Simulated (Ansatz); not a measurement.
Below is a relaxed structure of Y. The cell was found from a structure generator's guess, not taken from experiment.

Computed with DFT PBE, scalar-relativistic, plane waves, PAW (Ansatz 0.2.0). Cutoff 420 eV, Γ-centred mesh, Gaussian smearing, no spin polarisation.

```xyz
1
Lattice="3.2646 0.0000 0.0000 0.0000 3.2646 0.0000 0.0000 0.0000 3.2646" Properties=species:S:1:pos:R:3 pbc="T T T"
Y     0.0000    0.0000    0.0000
```

Energies count from the standard state of Y at the same level.

Question: What space group does it have?

Answer: Pm-3m (No. 221), the simple cubic type. Conventional cell: a = 3.265 Å. Around Y lie 6 Y at 3.26 Å.

Question: How far does it lie from the standard state of Y?

Answer: +0.80 eV/atom. It lies above the standard state, so it could only be metastable.

Question: Is it a metal?

Answer: Yes, bands cross the Fermi level on the 16×16×18 mesh.

The last run used a 16×16×18 mesh (in the run's order of axes) for its 1-atom cell and Gaussian smearing of 0.10 eV. The end has P4/mmm (No. 123) at a tolerance of 0.01 Å; the cell shown is made exact in the group found at 0.05 Å. Symmetry constrained the relaxation, so the result can be a saddle point.
